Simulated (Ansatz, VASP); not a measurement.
## Two plane-wave programs on Se

File INCAR:

```
ALGO = Normal
EDIFF = 1E-7
ENCUT = 520
GGA = PS
ISIF = 2
ISMEAR = -1
LASPH = True
LCHARG = False
LREAL = False
LWAVE = False
NBANDS = 16
NELM = 100
PREC = Accurate
SIGMA = 0.05
```

File KPOINTS:

```
k-points
0
Gamma
  7 7 6
```

POSCAR

```
Se
1.0
    4.3662000000      0.0000000000      0.0000000000
   -2.1831000000      3.7812401180      0.0000000000
    0.0000000000      0.0000000000      4.9536000000
Se
3
Direct
    0.7746000000      0.7746000000      0.0000000000
    0.0000000000      0.2254000000      0.6666666667
    0.2254000000      0.0000000000      0.3333333333
```

Contents of input.yaml:

```yaml
crystal:
  lattice:
    - [4.3662, 0.0, 0.0]
    - [-2.1831, 3.781240118, 0.0]
    - [0.0, 0.0, 4.9536]
  atoms:
    - { symbol: Se, position: [0.7746, 0.7746, 0.0] }
    - { symbol: Se, position: [0.0, 0.2254, 0.6666666667] }
    - { symbol: Se, position: [0.2254, 0.0, 0.3333333333] }
hamiltonian:
  xc: pbesol
  pseudopotentials: { kind: paw }
kpoints:
  mp_grid: { grid: [7, 7, 6] }
scf:
  occupations: { method: fermi_dirac, width: 0.05 }
output:
  forces: true
  stress: true
  eigenvalues: true
  write_density: true
  write_potential: true
  elf: true
  volumetric_format: npy
```

Alike in both runs: task single point; functional PBEsol; k mesh 7 × 7 × 6; occupations fermi-dirac, width 0.05 eV; no spin polarisation.

|  | VASP | Ansatz |
| --- | --- | --- |
| version | VASP 6.6.1 | Ansatz 0.2.0 |
| potentials or method | VASP PAW PBE potentials, release 64 (Se) | Ansatz PAW |
| plane-wave cutoff (eV) | 520 | 420 |
| valence electrons in the cell | 18 | 48 |

|  | VASP | Ansatz | Ansatz less VASP |
| --- | --- | --- | --- |
| gap on the k mesh at the Fermi level (eV) | 1.14 | 1.14 | +0.001 |
| least direct gap on the mesh (eV) | 1.43 | 1.44 | +0.011 |
| pressure (GPa) | 0.4 | 0.2 | -0.19 |
| largest component of the traceless stress (GPa) | 1.04 | 0.97 | -0.072 |
| rms of the force components (eV/Å) | 0.192 | 0.166 | -0.0264 |

Atom by atom the forces differ by 0.026 eV/Å (rms over components). The two sets of potentials don't hold the same shells in valence.

Caveats: the PAW data sets were made with another functional, which shifts forces and pressure a little (VASP); an odd mesh through Γ misses points on the zone boundary, where band edges often lie (VASP); odd divisions of the mesh miss points on the zone boundary, where band edges often lie, so the gap on the mesh can be too wide (Ansatz); the PAW data sets come from PBE, with cores solved anew for the run's functional, which leaves a small shift of forces and pressure (Ansatz). Expect the measured gap to be larger: semilocal functionals such as PBEsol lack the derivative discontinuity.
